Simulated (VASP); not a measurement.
# NaH: optical spectrum, part 3 of 3

Aim: the dielectric function of NaH for independent particles, and its static limit with local fields. The cell is of the rock-salt type, one of the forms listed for this formula. The start is a cell from a database of measured crystal structures.

VASP 6.6.1, plane waves and PAW; the level of theory is named at each step.

So far, mean electronic dielectric tensor with local fields: step 4 (static response with local fields) 3.12.

**5. Spectrum at LDA**

This step: LDA; plane waves and PAW (Na_pv, H) (VASP 6.6.1).

The spectrum is made again with LDA.

Input file INCAR:

```
SYSTEM = NaH
PREC = Accurate
ENCUT = 400
EDIFF = 1E-07
NELM = 100
ISMEAR = 0
SIGMA = 0.05
LREAL = .FALSE.
ALGO = Normal
GGA = CA
NBANDS = 20
LWAVE = .FALSE.
LCHARG = .FALSE.
KPAR = 4
LOPTICS = .TRUE.
NEDOS = 2000
CSHIFT = 0.2
```

Input file POSCAR:

```
NaH
1.0
    0.0000000000      2.4400000000      2.4400000000
    2.4400000000      0.0000000000      2.4400000000
    2.4400000000      2.4400000000      0.0000000000
Na H
1 1
Direct
    0.0000000000      0.0000000000      0.0000000000
    0.5000000000      0.5000000000      0.5000000000
```

Input file KPOINTS:

```
Automatic mesh
0
Gamma
12 12 12
0 0 0
```

PAW data sets: Na_pv and H (PBE family, release 64).

Started as:

```console
$ mpirun -np 4 vasp_std
```

What it wrote:

```text
[banner, memory and clock lines left out]
running    4 mpi-ranks, on    1 nodes
 distrk:  each k-point on    1 cores,    4 groups
 distr:  one band on    1 cores,    1 groups

 POSCAR found type information on POSCAR NaH
 POSCAR found :  2 types and       2 ions
|                                                                             |
|               ----> ADVICE to this user running VASP <----                  |
|                                                                             |
|     You enforced a specific xc type in the INCAR file but a different       |
|     [... a line on the potential file left out ...]
|     I HOPE YOU KNOW WHAT YOU ARE DOING!                                     |
|                                                                             |

 LDA part: xc-table for (Slater(with rela. corr.)+CA(PZ))
 , standard interpolation
 POSCAR, INCAR and KPOINTS ok, starting setup
 FFT: planning ... GRIDC
 FFT: planning ... GRID_SOFT
 FFT: planning ... GRID
 WAVECAR not read
 entering main loop
       N       E                     dE             d eps       ncg     rms          rms(c)
DAV:   1     0.582973126645E+02    0.58297E+02   -0.30580E+03  3028   0.334E+02
DAV:   2    -0.301979005533E+01   -0.61317E+02   -0.58673E+02  3256   0.153E+02
DAV:   3    -0.554784724514E+01   -0.25281E+01   -0.25210E+01  3468   0.261E+01
DAV:   4    -0.555876863354E+01   -0.10921E-01   -0.10920E-01  3384   0.171E+00
DAV:   5    -0.555880087223E+01   -0.32239E-04   -0.32238E-04  3396   0.949E-02    0.272E+00
DAV:   6    -0.527572004477E+01    0.28308E+00   -0.27482E-01  3596   0.213E+00    0.123E+00
DAV:   7    -0.520206861240E+01    0.73651E-01   -0.22377E-01  3400   0.134E+00    0.321E-01
DAV:   8    -0.520307326890E+01   -0.10047E-02   -0.57175E-03  3528   0.552E-01    0.700E-02
DAV:   9    -0.520301645398E+01    0.56815E-04   -0.47771E-04  3760   0.168E-01    0.196E-02
DAV:  10    -0.520300504744E+01    0.11407E-04   -0.42359E-05  3352   0.209E-02    0.191E-03
DAV:  11    -0.520300536332E+01   -0.31588E-06   -0.71436E-07  3528   0.306E-03    0.171E-03
DAV:  12    -0.520300535831E+01    0.50111E-08   -0.28459E-08  2400   0.486E-04
   1 F= -.52030054E+01 E0= -.52030054E+01  d E =-.145581E-12
 optical routines
 imaginary and real dielectric function
 recalculating local potential from charge density
 direction            1
 direction            2
 direction            3
```

It took 16 s on 4 MPI ranks of AMD EPYC 7R43, shared host; peak memory 0.42 GiB.

OUTCAR, selected parts (step 5):

```text
   NELECT =       8.0000    total number of electrons

 E-fermi :  -1.0916

 k-point     1 :       0.0000    0.0000    0.0000
  band No.  band energies     occupation
      1     -23.4783      2.00000
      2     -23.4783      2.00000
      3     -23.4783      2.00000
      4      -5.0290      2.00000
      5       8.8161      0.00000
      6      13.6796      0.00000
      7      13.6796      0.00000
      8      13.6796      0.00000
      9      14.5682      0.00000
    ...

  Total       -0.5505432     -0.5505432     -0.5505432     -0.0000000      0.0000000      0.0000000
  in kB      -30.3600519    -30.3600519    -30.3600519     -0.0000000      0.0000000      0.0000000
  external PRESSURE =     -30.3600519 kB  Pullay stress =       0.0000000 kB

 POSITION                                       TOTAL-FORCE (eV/Angst)
 -----------------------------------------------------------------------------------
      0.00000      0.00000      0.00000         0.000000     -0.000000     -0.000000
      2.44000      2.44000      2.44000        -0.000000      0.000000      0.000000
 -----------------------------------------------------------------------------------
    total drift:                                0.000000     -0.000000     -0.000000

  FREE ENERGIE OF THE ION-ELECTRON SYSTEM (eV)
  ---------------------------------------------------
  free  energy   TOTEN  =        -5.2030053583 eV

  energy  without entropy=       -5.2030053583  energy(sigma->0) =       -5.20300536

 plasma frequency squared (from intraband transitions) (eV^2)
  --------------------------------------------------------------------------------------
       0.000      -0.000       0.000
      -0.000       0.000      -0.000
       0.000      -0.000       0.000

[... 8 parts as in an earlier step ...]

[... 8 further parts left out ...]
```

The PAW data sets were made with PBE, though LDA sets exist; this is a small mismatch.

This step gave:

```yaml
free_energy_toten: -5.203 eV
fermi_energy: -1.092 eV
pressure: -3.036 GPa
gap_on_the_k_mesh: 3.361 eV
least_direct_gap_on_the_k_mesh: 4.263 eV
```

Absorption under the direct gap is the tail of the CSHIFT broadening, and fine structure depends on the mesh. Table of imaginary dielectric function, xx by photon energy; read off at these points:

photon energy (eV), imaginary dielectric function, xx and a bar:
```
      0.0       0.00 
      0.5       0.02 
      1.0       0.04 
      1.5       0.06 
      2.0       0.09 
      2.5       0.15 
      3.0       0.24 #
      3.5       0.46 #
      4.0       1.28 ####
      4.5       5.93 ###################
      5.0       9.54 ##############################
      5.5       6.17 ###################
      6.0       3.89 ############
      6.5       2.67 ########
      7.0       2.01 ######
      7.5       1.21 ####
      8.0       1.15 ####
      8.5       1.01 ###
      9.0       0.72 ##
      9.5       0.64 ##
     10.0       0.64 ##
     10.5       0.51 ##
     11.0       0.45 #
     11.5       0.40 #
     12.0       0.25 #
     12.5       0.33 #
     13.0       0.21 #
     13.5       0.21 #
     14.0       0.19 #
     14.5       0.17 #
     15.0       0.15 
     15.5       0.10 
     16.0       0.09 
     16.5       0.11 
     17.0       0.08 
     17.5       0.07 
     18.0       0.06 
     18.5       0.05 
     19.0       0.06 
     19.5       0.06 
     20.0       0.09 
     20.5       0.10 
     21.0       0.09 
     21.5       0.06 
     22.0       0.06 
     22.5       0.05 
     23.0       0.05 
     23.5       0.04 
     24.0       0.04 
     24.5       0.03
```

Real dielectric function, xx against photon energy:

```csv
photon energy (eV),"real dielectric function, xx"
0,3.42
1,3.51
2,3.81
3,4.56
4,7.05
5,2.97
6,-1.69
7,-0.709
8,-0.480
9,-0.135
10,0.142
11,0.240
12,0.326
13,0.399
14,0.481
15,0.572
16,0.672
17,0.709
18,0.758
19,0.813
20,0.850
21,0.819
22,0.858
23,0.883
24,0.907
```

**6. Summary of results**

| Quantity | Value |
| --- | --- |
| PBE, independent particles | eps xx at zero frequency 3.13, centre of weight of eps2 xx, over the range kept, at 6.99 eV, mesh 12×12×12 |
| LDA, independent particles | eps xx at zero frequency 3.42, centre of weight of eps2 xx, over the range kept, at 6.58 eV, mesh 12×12×12 |
| PBE, with local fields | eps 3.12, 3.12, 3.12 |

What this shows: Local fields, and the bands above those summed, take the mean static value from 3.13 to 3.12. Excitons and quasiparticle shifts are absent, so the onset tends to lie too low and its shape can differ.

[Lines on the potential files, build, host, timing and source positions are cut from VASP's logs without a mark.]

[Logs are printed without paths, hosts, clocks, repeated set-up lines and the standing remarks that a program may print on its own settings, such as how far it seeks lower states.]

[Hosts, paths, dates, database ids (printed as entryN), source tags and the programs' standing remarks are cut or masked in the printed files.]
